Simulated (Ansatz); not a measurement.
# HfB2 under changes of volume

One of the cells (9.905 Å³/atom); the others are scaled copies at fixed shape and fractional positions:

```
Hf B
1.0
     3.14000    0.00000    0.00000
    -1.57000    2.71932    0.00000
     0.00000    0.00000    3.48000
Hf B
1 2
Direct
  0.00000 0.00000 0.00000
  0.66667 0.33333 0.50000
  0.33333 0.66667 0.50000
```

* Program: Ansatz 0.2.0
* Functional: LDA
* Potentials or basis: all-electron LAPW, scalar-relativistic
* Cutoff: 263 eV (chosen from the basis error)
* Basis error allowed: 0.002 eV/atom
* k mesh: 10 × 10 × 8
* Occupations: fermi-dirac, width 0.05 eV
* Spin: no spin polarisation

```csv
volume (Å³/atom),energy over the lowest point (meV/atom),pressure (GPa)
9.311,4.07,6.4
9.509,0.00,0.3
9.707,?,?
9.905,12.54,-10.1
10.103,27.84,-14.6
10.301,48.40,-18.6
10.499,73.72,-22.3
```

What does the run at 9.707 Å³/atom give?

Energy over the lowest point 3.05 meV/atom; pressure -5.1 GPa.

Worked out: A Birch-Murnaghan fit of order 3 (a polynomial in V^(-2/3)) to the other rows has its minimum at 9.52 Å³/atom with B0 = V·E''(V) = 275 GPa and B' = 3.9 at fixed shape and positions, which overstates the stiffness. It gives 3.05 meV/atom at 9.707 Å³/atom, against the run's 3.05, and -dE/dV = -5.2 GPa, against -5.1.

Energies are extrapolated to zero smearing.

The runs don't all hold the same shells in valence.
